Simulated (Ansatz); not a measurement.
MgS (Niningerite): single point with r2SCAN0

MgS (Niningerite):

```
S Mg
1.0
     0.00000    2.60165    2.60165
     2.60165    0.00000    2.60165
     2.60165    2.60165    0.00000
S Mg
1 1
Direct
  0.50000 0.50000 0.50000
  0.00000 0.00000 0.00000
```

```
Program                 : Ansatz 0.2.0
Task                    : single point
Functional              : r2SCAN0
Potentials or basis     : Ansatz PAW
Cutoff                  : 500 eV (not typed: the program's choice for these potentials)
k mesh                  : 5 × 5 × 5
Occupations             : fermi-dirac, width 0.05 eV
Spin                    : no spin polarisation
Share of exact exchange : 0.25
```

| Item | Value |
| --- | --- |
| Pressure | -0.8 GPa |
| Band gap on the k mesh | 5.40 eV, indirect (least direct gap 6.10 eV) |

Levels at points of the mesh, in eV from the valence-band top:
```csv
k point,band 4,band 5,band 6,band 7,band 8,band 9,band 10,band 11,band 12
"(0.00, 0.00, 0.00)",-45.46,-14.32,0.00,0.00,0.00,6.10,10.19,10.19,10.19
```

Wall time 9.5 s on 2 threads of Intel(R) Xeon(R) Platinum 8488C (Sapphire Rapids), on a shared host, peak memory 0.8 GiB.

Caveat: odd divisions of the mesh miss points on the zone boundary, where band edges often lie, so the gap on the mesh can be too wide; the PAW data sets come from PBE, with cores solved anew for the run's functional, which leaves a small shift of forces and pressure; the thresholds are loose for stress. A k mesh can miss the band edges.
